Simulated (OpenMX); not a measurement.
Ge:

```
CELL_PARAMETERS angstrom
3.91426 0.00000 0.00000
-2.85923 2.67324 0.00000
-0.32375 -1.41703 3.63436
ATOMIC_POSITIONS crystal
Ge 0.31406 0.06406 0.25000
Ge 0.68594 0.93594 0.75000
```

This isn't the form of Ge at room conditions, which is diamond.

Base run:

* Program: OpenMX 3.8.5
* Functional: PBE
* Dispersion: D4
* Potentials or basis: OpenMX 2013 PBE set, Ge7.0-s3p2d2, grid cutoff 300 Ry
* k mesh: 9 × 9 × 9
* Occupations: fermi-dirac, width 0.05 eV
* Spin: no spin polarisation

Its results: band gap on the k mesh none (metal or under the smearing width); pressure -0.4 GPa; largest force 0.013 eV/Å.

Task: After a change of settings the same cell gave: band gap on the k mesh none (metal or under the smearing width); pressure 1.2 GPa; largest force 0.016 eV/Å. Which change was it?
A. dispersion from D4 to D3
B. dispersion from D4 to none
C. dispersion from D4 to D3(BJ)

Result: A.

Caveats: the basis of atomic orbitals isn't converged, which shifts pressures, moduli and gaps; pairwise dispersion overbinds metals, which lowers pressure and volume.
